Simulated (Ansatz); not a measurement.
Runs of Ansatz 0.2.0 on NiSb (Breithauptite). The structure is hexagonal, space group P6_3/mmc (No. 194). Conventional cell: a = 3.928 Å, b = 3.928 Å, c = 5.120 Å, α = 90.00°, β = 90.00°, γ = 120.00°. Sb (site symmetry -6m2) has 6 Ni at 2.60 Å as nearest neighbours. Ni (site symmetry -3m) is surrounded by 2 Ni at 2.56 Å and 6 Sb at 2.60 Å. 

```csv
task,level,cell,k mesh,cutoff (eV),smearing,gap on the mesh (eV),pressure (GPa),moment (μB),relaxed volume (Å³/atom)
single point,RPBE,as given,8 × 8 × 5,420,gaussian 0.1 eV,none,6.6,0.00,-
relaxation of cell and atoms,r2SCAN,relaxed,6 × 6 × 4,500,fermi-dirac 0.05 eV,none,0.0,0.00,(a)
single point,PBE,as given,8 × 8 × 5,420,fermi-dirac 0.05 eV,none,3.8,0.00,-
single point,PBE,as given,8 × 8 × 5,420,gaussian 0.02 eV,none,(b),0.00,-
relaxation of cell and atoms,BLYP,relaxed,6 × 6 × 4,420,fermi-dirac 0.05 eV,none,0.0,0.00,18.97
```

Alike in all rows: potentials or basis Ansatz PAW; spin collinear, ferromagnetic start.

Estimate the missing entries.

(a) 17.16; (b) 3.6.

Caveats: the PAW data sets come from PBE, with cores solved anew for the run's functional, which leaves a small shift of forces and pressure (some runs); the potentials were made for another functional, which shifts forces and pressure (some runs); the plane-wave basis is chosen anew once the cell has moved, so the energies of steps on either side of that aren't comparable (some runs); the magnetic or orbital state may not be the lowest (some runs).

A k mesh can miss the band edges, and the runs leave out spin-orbit coupling on Sb.

A gap of «none» marks a metal or a gap under the smearing width.

Not every run made on this cell is shown here.
